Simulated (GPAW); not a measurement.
Crystal: FeO (Wuestite).

```xyz
2
Lattice="1.5188 0.8769 2.5196 -1.5188 0.8769 2.5196 0.0000 -1.7538 2.5196" Properties=species:S:1:pos:R:3 pbc="T T T"
Fe    0.0000    0.0000    0.0000
O     0.0000    0.0000    3.7794
```

Base run:

```yaml
Program: GPAW 26.7.0
Functional: PBEsol
Potentials_or_basis: PAW data sets generated in the run's folder for this functional
Cutoff: 800 eV
Basis: pw
k_mesh: 8 × 8 × 8
Occupations: fermi-dirac, width 0.05 eV
Spin: collinear spin, ferromagnetic start
Starting_moments: "[3.0, 0.0] μB"
Hubbard_terms: Fe d U = 6 eV
```

Its results: pressure -4.9 GPa; net moment 4.03 μB per cell; site moments Fe +3.81; O +0.15 μB.

Q: The run is repeated on the same cell with these changes: hubbard terms from Fe d U = 6 eV to none. What comes out?

A: Pressure -7.9 GPa; net moment 4.00 μB per cell; site moments Fe +3.54; O +0.24 μB.

Caveats: a cell with one magnetic atom can't hold antiferromagnetic order, which such compounds often take.

Not every run made on this cell is shown here.
